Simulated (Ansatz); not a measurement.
**Au: under pressure**

An exercise on one series of results from a longer session: the logs are not shown, and one member is left open.

Computed with Ansatz 0.2.0 (DFT PBE, scalar-relativistic, plane waves, PAW, unless a step's input says otherwise).

1 further run of the same task is left out (set aside as unsound or not needed).

### The starting structure

It takes space group Fm-3m (No. 225, cubic). Conventional cell: a = 4.158 Å, b = 4.158 Å, c = 4.158 Å, α = 90.00°, β = 90.00°, γ = 90.00°. Au (site symmetry m-3m) is surrounded by 12 Au at 2.94 Å.

Coordinates:

```cif
data_structure
_symmetry_space_group_name_H-M 'P 1'
_symmetry_Int_Tables_number 1
_cell_length_a 2.9401
_cell_length_b 2.9401
_cell_length_c 2.9401
_cell_angle_alpha 60.000
_cell_angle_beta 60.000
_cell_angle_gamma 60.000
_cell_volume 17.97
loop_
_atom_site_label
_atom_site_type_symbol
_atom_site_fract_x
_atom_site_fract_y
_atom_site_fract_z
_atom_site_occupancy
Au1 Au 0.00000 0.00000 0.00000 1
```

It goes back to an entry of the Materials Project.

It is the result of an earlier relaxation at this level (volume 17.97 Å³/atom; gap on the mesh: none (metal)).

Set-up of the first run:

Contents of input.yaml:

```yaml
crystal:
  lattice:
    - [0.0, 2.0986716933, 2.0986716933]
    - [2.0986716933, 0.0, 2.0986716933]
    - [2.0986716933, 2.0986716933, 0.0]
  atoms:
    - { symbol: Au, position: [0.0, 0.0, 0.0] }
basis:
  ecutwfc: 420
kpoints:
  mp_grid: { grid: [18, 18, 18] }
hamiltonian:
  xc: pbe
scf:
  occupations: { method: gaussian, width: 0.1 }
output:
  forces: true
  stress: true
  eigenvalues: true
relax:
  adjacent_minimum: "off"
  f_tol: 0.008
  max_steps: 50
  cell: { stress_tol: 0.08, p_target: -3.0 }
```

Started as:

```sh
$ ansatz run input.yaml --threads 1 --pin off --max-ram 2560MiB --backend cpu --events-out ev --progress --plain --runs-dir out
```

Among the steps run: Relaxing at -3 GPa; Relaxing at 3 GPa; Relaxing at 8 GPa; 15 GPa; Relaxing at 30 GPa; 60 GPa.

One of the session's tables, all rows but one given; the rest of the session is left out.

Lengths are those of the vectors of the cell that was run:

```
P (GPa)  V (Å³/atom)  a (Å)  b (Å)  c (Å)  ΔH (eV/atom)
     -3        18.39  2.963  2.963  2.963        -0.340
      0        17.97  2.940  2.940  2.940         0.000
      3        17.62  2.921  2.921  2.921         0.333
      8            ?      ?      ?      ?             ?
     15        16.54  2.860  2.860  2.860         1.609
     30        15.61  2.805  2.805  2.805         3.111
     60        14.37  2.729  2.729  2.729         5.909
```

**Question.** Estimate the row for P (GPa) = 8.

Worked estimate for «V (Å³/atom)». A straight line through the neighbours (3, 17.62) and (15, 16.54) gives 17.62 + (16.54 − 17.62) × (8 − 3) / (15 − 3) = 17.17; a parabola fitted to 4 rows on both sides gives 17.14.

**Answer.** V (Å³/atom): 17.11; a (Å): 2.892; b (Å): 2.892; c (Å): 2.892; ΔH (eV/atom): 0.875. In «V (Å³/atom)» the line misses by +0.06 and the parabola by +0.03.

ΔH is E + PV over the energy at zero pressure; a, b and c are the vectors of the computed cell. 
